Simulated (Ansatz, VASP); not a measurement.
One calculation of Cd, two programs

```
CELL_PARAMETERS angstrom
-1.78432 1.78432 1.78432
1.78432 -1.78432 1.78432
1.78432 1.78432 -1.78432
ATOMIC_POSITIONS crystal
Cd 0.00000 0.00000 0.00000
```

This isn't the form of Cd at room conditions, which is hcp.

Alike in both runs: task relaxation of cell and atoms; functional PBE; k mesh 10 × 10 × 10; occupations fermi-dirac, width 0.05 eV; no spin polarisation.

|  | VASP | Ansatz |
| --- | --- | --- |
| version | VASP 6.6.1 | Ansatz 0.2.0 |
| potentials or method | VASP PAW PBE potentials, release 64 (Cd) | Ansatz PAW |
| plane-wave cutoff (eV) | 600 | 420 |
| valence electrons in the cell | 12 | 20 |

Ansatz gave:

| Property | Result |
| --- | --- |
| gap on the k mesh at the Fermi level, each at its own relaxed structure (eV) | none |
| relaxed volume (Å³/atom) | 23.45 |
| relaxed cell length with the largest relative difference (Å) | 3.123 |
| energy change over the relaxation (meV/atom) | -3 |

Q: Which values does VASP return?

A: gap on the k mesh at the Fermi level, each at its own relaxed structure (eV): none; relaxed volume (Å³/atom): 23.54; relaxed cell length with the largest relative difference (Å): 3.127; energy change over the relaxation (meV/atom): -3.

A gap of «none» marks a metal or a gap that the smearing closes. The two sets of potentials don't hold the same shells in valence.

Caveats: the plane-wave basis is chosen anew once the cell has moved, so the energies of steps on either side of that aren't comparable (Ansatz).
